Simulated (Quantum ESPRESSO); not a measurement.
## Al2O3 (Corundum) under changes of volume

One of the cells (8.502 Å³/atom); the others are scaled copies at fixed shape and fractional positions:

```
Al O
1.0
     2.38025    1.37424    4.33187
    -2.38025    1.37424    4.33187
     0.00000   -2.74848    4.33187
Al O
4 6
Direct
  0.85216 0.85216 0.85216
  0.64784 0.64784 0.64784
  0.14784 0.14784 0.14784
  0.35216 0.35216 0.35216
  0.05668 0.75000 0.44332
  0.75000 0.44332 0.05668
  0.44332 0.05668 0.75000
  0.94332 0.25000 0.55668
  0.25000 0.55668 0.94332
  0.55668 0.94332 0.25000
```

* Program: Quantum ESPRESSO 7.5
* Functional: PBEsol
* Potentials or basis: GBRV 1.5 PBEsol
* Cutoff: 612 eV
* Density cutoff: 4898 eV
* k mesh: 7 × 7 × 7
* Occupations: fermi-dirac, width 0.05 eV
* Spin: no spin polarisation

```tsv
volume (Å³/atom)	energy over the lowest point (meV/atom)	pressure (GPa)	gap on the mesh (eV)	largest force (eV/Å)
7.992	35.77	20.4	6.90	0.093
8.162	17.52	13.8	6.63	0.075
8.332	?	?	?	?
8.502	0.24	2.5	6.12	0.080
8.672	0.00	-2.3	5.87	0.096
8.842	4.65	-6.7	5.64	0.112
9.012	13.73	-10.6	5.41	0.127
```

Task: What does the run at 8.332 Å³/atom give?

Result: Energy over the lowest point 5.89 meV/atom; pressure 7.9 GPa; gap on the mesh 6.37 eV; largest force 0.062 eV/Å.

Worked out: A Birch-Murnaghan fit of order 3 (a polynomial in V^(-2/3)) to the other rows has its minimum at 8.59 Å³/atom with B0 = V·E''(V) = 244 GPa and B' = 4.1 at fixed shape and positions, which overstates the stiffness. It gives 5.89 meV/atom at 8.332 Å³/atom, against the run's 5.89, and -dE/dV = 8.0 GPa, against 7.9. A straight line through the other rows of the gap, of slope -12.4 eV per unit of ln V (its deformation potential), gives 6.38 eV, against the run's 6.37.

Energies are extrapolated to zero smearing.

Caveats: an odd mesh through Γ misses points on the zone boundary, where band edges often lie.
